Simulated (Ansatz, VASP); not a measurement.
**BeTe: VASP beside Ansatz**

```
Be Te
1.0
     4.03964    0.00000    0.00000
     0.00000    4.77348    0.00000
     0.00000    0.00000   23.80000
Be Te
1 1
Direct
  0.50000 0.47356 0.29412
  0.00000 0.27664 0.29412
```

Alike in both runs: functional PBE; k mesh 8 × 6 × 1; occupations gaussian, width 0.02 eV; no spin polarisation.

Ansatz relaxed the structure, and its values are those at the end. VASP's run is a single point on that final structure, the one shown.

```csv
,VASP,Ansatz
version,VASP 6.6.1,Ansatz 0.2.0
potentials or method,"VASP PAW PBE potentials, release 64 (Be, Te)","scalar-relativistic, plane waves, PAW"
plane-wave cutoff (eV),520,420
valence electrons in the cell,8,18
```

VASP gave:

* gap on the k mesh at the Fermi level (eV): 1.36
* least direct gap on the mesh (eV): 1.36
* rms of the force components (eV/Å): 0.015

Problem. Which values does Ansatz return?

Solution. gap on the k mesh at the Fermi level (eV): 1.35; least direct gap on the mesh (eV): 1.35; rms of the force components (eV/Å): 0.002.

With one functional, cell and mesh, what is left measures potentials, basis and numerics. The two sets of potentials don't hold the same shells in valence. Ansatz warned: «xc_potential_rough_in_thin_density».

Caveats: spin-orbit coupling is left out, which moves the levels of the heavy elements.
